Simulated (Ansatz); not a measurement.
# SnO: a single-point run

The task is a single-point run on SnO. The structure is shown as the input types it. The cell is built on a prototype (CsCl type) and needn't be the phase found in nature.

Program: Ansatz 0.2.0. Level of theory: density functional or hybrid calculation with the settings of its input, plane waves. These are calculated values, not measurements.

1 further run of the same task is left out (for a known fault of the program).

**1. The starting structure**

It takes space group Pm-3m (No. 221, cubic). Conventional cell: a = 3.103 Å, b = 3.103 Å, c = 3.103 Å, α = 90.00°, β = 90.00°, γ = 90.00°. Sn (site symmetry m-3m) is surrounded by 8 O at 2.69 Å. Around O (site symmetry m-3m) lie 8 Sn at 2.69 Å.

Structure file:

```cif
data_structure
_symmetry_space_group_name_H-M 'Pm-3m'
_symmetry_Int_Tables_number 221
_cell_length_a 3.1034
_cell_length_b 3.1034
_cell_length_c 3.1034
_cell_angle_alpha 90.000
_cell_angle_beta 90.000
_cell_angle_gamma 90.000
_cell_volume 29.89
loop_
_atom_site_label
_atom_site_type_symbol
_atom_site_symmetry_multiplicity
_atom_site_Wyckoff_symbol
_atom_site_fract_x
_atom_site_fract_y
_atom_site_fract_z
_atom_site_occupancy
Sn1 Sn 1 a 0.00000 0.00000 0.00000 1
O1 O 1 b 0.50000 0.50000 0.50000 1
```

**2. The run**

The input, input.yaml:

```yaml
crystal:
  lattice:
    - [3.1034067823, 0.0, 0.0]
    - [0.0, 3.1034067823, 0.0]
    - [0.0, 0.0, 3.1034067823]
  atoms:
    - { symbol: Sn, position: [0.0, 0.0, 0.0] }
    - { symbol: O, position: [0.5, 0.5, 0.5] }
kpoints:
  mp_grid: { grid: [1, 1, 8] }
hamiltonian:
  xc: pbe
scf:
  occupations: { method: fixed }
  n_extra_bands: 4
output:
  forces: true
  stress: true
  eigenvalues: true
```

Run with:

```sh
$ ansatz run input.yaml --threads 4 --pin off --max-ram 3686MiB --backend cpu --events-out ev --progress --plain --runs-dir out
```

Q: Will this input give a usable result? If not, why, and what should change?

The run converged and reported no error, with warnings (symmetry narrowed by mesh). Its log warns: «crystal.symmetry: narrowed to the stabiliser of the k-point mesh — unitary ops 48 → 16; excluded 32 operations that carry a point of the 1×1×8 mesh (shift [0, 0 ...»

Fixed occupations are right only where a gap separates filled from empty bands at every k-point. This system has one (1.55 eV on the mesh), so they are sound here.

The occupations need no remedy; a run with other occupations serves as a check.
